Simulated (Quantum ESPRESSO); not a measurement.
Sb:

```xyz
2
Lattice="2.1542 1.2437 3.7580 -2.1542 1.2437 3.7580 0.0000 -2.4875 3.7580" Properties=species:S:1:pos:R:3 pbc="T T T"
Sb    0.0000    0.0000    8.6416
Sb    0.0000    0.0000    2.6324
```

```yaml
Program: Quantum ESPRESSO 7.5
Task: phonons and electron-phonon coupling
Functional: PBE
Potentials_or_basis: GBRV 1.5 PBE
Cutoff: 612 eV
Density_cutoff: 4898 eV
k_mesh: 6 × 6 × 6
Occupations: methfessel-paxton, width 0.272 eV
Spin: no spin polarisation
Mixing_beta: 0.5
Most_SCF_iterations: 120
SCF_threshold: 4e-10 Ry
q_mesh: 2 × 2 × 2
```

The cell and the atoms were relaxed first, to 32.04 Å³/atom (a = 4.621 Å, b = 4.621 Å, c = 4.621 Å, α = 56.47°, β = 56.47°, γ = 56.47°), and the response was taken there.

```
Sb
1.0
     2.18609    1.26214    3.87070
    -2.18609    1.26214    3.87070
     0.00000   -2.52428    3.87070
Sb
2
Direct
  0.76851 0.76851 0.76851
  0.23149 0.23149 0.23149
```

Levels for the coupling come from a 18 × 18 × 18 mesh; ten broadenings of the double delta from 0.07 to 0.68 eV; Tc from the McMillan formula in the Allen-Dynes form.

How strong is the electron-phonon coupling, and what superconducting temperature follows?

Over broadenings from 0.27 to 0.54 eV, λ lies between 0.45 and 0.47 and ω_log near 109 K, which gives Tc from 0.8 to 1.1 K at μ* = 0.10 and from 0.4 to 0.6 K at μ* = 0.13.

Electron-phonon coupling by broadening of the double delta (levels on a 18 × 18 × 18 mesh):
```
broadening (eV)     λ  N(E_F) (states/eV a spin and cell)  ω_log (K)  Tc, μ* 0.10 (K)  Tc, μ* 0.13 (K)
           0.07  0.60                               0.065        137              3.2              2.2
           0.14  0.50                               0.085        124              1.5              0.9
           0.20  0.50                               0.119        119              1.4              0.8
           0.27  0.47                               0.150        115              1.1              0.6
           0.34  0.45                               0.181        112              0.9              0.5
           0.41  0.45                               0.211        109              0.8              0.4
           0.48  0.46                               0.240        106              0.9              0.5
           0.54  0.47                               0.267        104              1.0              0.6
           0.61  0.49                               0.291        103              1.2              0.7
           0.68  0.51                               0.314        101              1.3              0.8
```

Phonon frequencies at the corners of the path (cm⁻¹, interpolated; i marks imaginary ones):
```csv
point,frequencies
Γ,0 0 0 115 115 155
L,64 76 79 140 141 153
B1,49 66 66 130 132 136
B,49 66 66 130 132 136
Z,50 50 66 149 149 162
X,52 65 71 129 132 134
Q,52 65 71 129 132 134
F,43 50 60 113 127 136
P1,42 57 68 126 131 142
P,42 57 68 126 131 142
```

Eliashberg function at a broadening of 0.27 eV:
```csv
cm⁻¹,α²F
4,0.000
12,0.000
21,0.012
29,0.022
37,0.043
45,0.177
53,0.119
62,0.189
70,0.081
78,0.033
86,0.000
94,0.000
103,0.000
111,0.000
119,0.178
127,0.430
136,0.825
144,0.316
152,0.324
160,0.001
```

The smallest broadenings aren't converged on these meshes, and μ* is assumed, not computed; spin fluctuations are left out.

Caveat: the k mesh is coarse; the mesh is thin for the phonons of a metal; the layers were relaxed without a dispersion term, so their spacing and the soft interlayer modes are unreliable; λ from interpolated matrix elements is rough: modes that symmetry makes equal can differ by tens of percent; the q mesh is small, so phonon branches between its points and thermal values are rough.
